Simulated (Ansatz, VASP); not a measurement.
# One calculation of Sr, two programs

```
Sr
1.0
     4.22202    0.00000    0.00000
    -2.11101    3.65637    0.00000
     0.00000    0.00000    6.90608
Sr
2
Direct
  0.66667 0.33333 0.75000
  0.33333 0.66667 0.25000
```

Change from the starting cell: volume scaled by 0.94.

Alike in both runs: task single point; functional PBE; k mesh 7 × 7 × 4; occupations fermi-dirac, width 0.05 eV; no spin polarisation.

|  | VASP | Ansatz |
| --- | --- | --- |
| version | VASP 6.6.1 | Ansatz 0.2.0 |
| potentials or method | VASP PAW PBE potentials, release 64 (Sr_sv) | Ansatz PAW |
| plane-wave cutoff (eV) | 520 | 420 |
| valence electrons in the cell | 20 | 20 |

VASP gave:

```
gap on the k mesh at the Fermi level (eV)       : none
pressure (GPa)                                  : 0.5
largest component of the traceless stress (GPa) : 0.28
```

Q: What did Ansatz give for the same quantities?

A: gap on the k mesh at the Fermi level (eV): none; pressure (GPa): 0.4; largest component of the traceless stress (GPa): 0.28.

A gap of «none» marks a metal or a gap that the smearing closes.
